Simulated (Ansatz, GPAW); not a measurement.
# Ge: bulk modulus by level of theory

**What was measured.** The bulk modulus of Ge (Germanium) (Fd-3m) is reported as 75.8 GPa (arxiv:1908.00180). The runs below try to reproduce it.

Symmetry: Fd-3m, No. 227, cubic system. The conventional cell has a = 5.658 Å, b = 5.658 Å, c = 5.658 Å, α = 90.00°, β = 90.00°, γ = 90.00°. Ge (site symmetry -43m) has 4 Ge at 2.45 Å as nearest neighbours.

```tsv
rung	level	program and potentials	cutoff (eV)	k mesh	smearing	core time	chip	bulk modulus (GPa)	miss	notes
GGA + dispersion	RPBE+D4	Ansatz, Ansatz PAW	420	8 × 8 × 8	fermi-dirac 0.05	10 s	AMD EPYC 7B13 Zen 3	64.8	-14.5 %	potentials made for PBE, which Ansatz adapts in part
LDA	LDA	Ansatz, Ansatz PAW	420	8 × 8 × 8	fermi-dirac 0.05	11 s	Arm Neoverse V1	70.2	-7.4 %	potentials made for PBE, which Ansatz adapts in part
meta-GGA	r2SCAN	Ansatz, Ansatz PAW	500	8 × 8 × 8	fermi-dirac 0.05	28 s	Arm Neoverse V1	70.4	-7.1 %	potentials made for PBE, which Ansatz adapts in part
hybrid	r2SCAN50	Ansatz, Ansatz PAW	500	4 × 4 × 4	fermi-dirac 0.05	2 min	Arm Neoverse V2	89.5	+18.1 %	coarse mesh; potentials made for PBE, which Ansatz adapts in part
GGA + dispersion	BP86+D3(zero damping)	GPAW, PAW data sets generated for this functional	600	8 × 8 × 8	fermi-dirac 0.05	2.1 min	Intel Xeon Skylake/Cascade Lake	60.3	-20.4 %	-
hybrid	HSE06	Ansatz, Ansatz PAW	420	6 × 6 × 6	fermi-dirac 0.05	2.7 min	AMD EPYC 7R13 Zen 3	72.9	-3.8 %	potentials made for PBE, which Ansatz adapts in part
hybrid	PBE0	Ansatz, Ansatz PAW	420	6 × 6 × 6	fermi-dirac 0.05	3.9 min	AMD EPYC 7R13 Zen 3	74.7	-1.5 %	potentials made for PBE, which Ansatz adapts in part
```

Times are single runs on shared hosts and different chips, so they are rough; meshes, cutoffs and the tasks' sizes weigh on the time. Task: equation of state. All rows: no spin polarisation. Smearing widths are in eV. The cell comes from a database and isn't always the measured one. For a metal such meshes aren't converged. Meshes differ between rows, which moves values too. Meshes are those of the run's cell of 2 atoms unless a note names another. Misses use the values as printed. Runs on faulty files, with rough fits or with known faults for this quantity aren't shown. No row holds spin-orbit coupling.

By rung: LDA 70.2; GGA + dispersion 60.3 to 64.8; meta-GGA 70.4; hybrid 72.9 to 74.7; hybrid on coarse meshes 89.5 (GPa). Measured: 75.8 GPa (arxiv:1908.00180). Closest, coarse meshes and atomic bases left aside, is PBE0 (-1.5 %). The runs are for a static lattice, while measurements hold temperature and zero-point motion.
